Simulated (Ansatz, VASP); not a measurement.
## One calculation of MgB2, two programs

```
CELL_PARAMETERS angstrom
3.06169 0.00000 0.00000
-1.53085 2.65150 0.00000
0.00000 0.00000 3.50446
ATOMIC_POSITIONS crystal
Mg 0.00000 0.00000 0.00000
B 0.33333 0.66667 0.50000
B 0.66667 0.33333 0.50000
```

Alike in both runs: task single point; functional PBEsol; k mesh 18 × 18 × 14; occupations gaussian, width 0.15 eV; no spin polarisation.

```csv
,VASP,Ansatz
version,VASP 6.6.1,Ansatz 0.2.0
potentials or method,"VASP PAW PBE potentials, release 64 (Mg, B)","scalar-relativistic, plane waves, PAW"
plane-wave cutoff (eV),520,420
valence electrons in the cell,8,16
```

```csv
,VASP,Ansatz,Ansatz less VASP
gap on the k mesh at the Fermi level (eV),none,none,-
pressure (GPa),0.0,0.0,0.00
largest component of the traceless stress (GPa),0.69,0.54,-0.156
```

A gap of «none» marks a metal or a gap that the smearing closes. The two sets of potentials don't hold the same shells in valence.

Caveats: the PAW data sets were made with another functional, which shifts forces and pressure a little (VASP).
